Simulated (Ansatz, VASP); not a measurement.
Ta in VASP and in Ansatz

File INCAR:

```
SYSTEM = Ta
PREC = Accurate ; ENCUT = 520
EDIFF = 1E-7 ; ISMEAR = -1
SIGMA = 0.1 ; LREAL = .FALSE.
LASPH = .TRUE. ; NELM = 100
ALGO = Normal ; ISIF = 2
LWAVE = .FALSE. ; LCHARG = .FALSE.
GGA = RE ; NBANDS = 18
```

File KPOINTS:

```
regular mesh
0
G
  10 10 10
  0 0 0
```

POSCAR

```
Ta
1.0
    0.0000000000      2.9443452497      2.9443452497
    2.9443452497      0.0000000000      2.9443452497
    2.9443452497      2.9443452497      0.0000000000
Ta
2
Direct
    0.1250000000      0.1250000000      0.1250000000
    0.8750000000      0.8750000000      0.8750000000
```

Input for Ansatz:

```yaml
crystal:
  lattice:
    - [0.0, 2.9443452497, 2.9443452497]
    - [2.9443452497, 0.0, 2.9443452497]
    - [2.9443452497, 2.9443452497, 0.0]
  atoms:
    - { symbol: Ta, position: [0.125, 0.125, 0.125] }
    - { symbol: Ta, position: [0.875, 0.875, 0.875] }
hamiltonian:
  xc: revpbe
  pseudopotentials:
    kind: paw
    azcp:
      Ta: "pseudopotentials/Ta.paw.azcp"
basis:
  ecutwfc: 420
  fft_grid_basis: typed
kpoints:
  mp_grid: { grid: [10, 10, 10], shift: [0, 0, 0] }
magnetization:
  spin_polarized: false
scf:
  occupations: { method: fermi_dirac, width: 0.1 }
  lower_state_search: "off"
output:
  stress: true
```

Alike in both runs: task single point; functional revPBE; k mesh 10 × 10 × 10; occupations fermi-dirac, width 0.1 eV; no spin polarisation.

```csv
,VASP,Ansatz
version,VASP 6.6.1,Ansatz 0.2.0
potentials or method,"VASP PAW PBE potentials, release 64 (Ta_pv)","plane waves (420 eV) with PAW, scalar-relativistic"
plane-wave cutoff (eV),520,420
valence electrons in the cell,22,26
```

Ansatz gave:

```
pressure (GPa) : 10.5
```

Problem. Estimate VASP's values.

Solution. Pressure (GPa): 10.7.

The two sets of potentials don't hold the same shells in valence.

Caveats: the PAW data sets were made with another functional, which shifts forces and pressure a little (VASP). Spin-orbit coupling is left out, which matters for the levels of Ta.
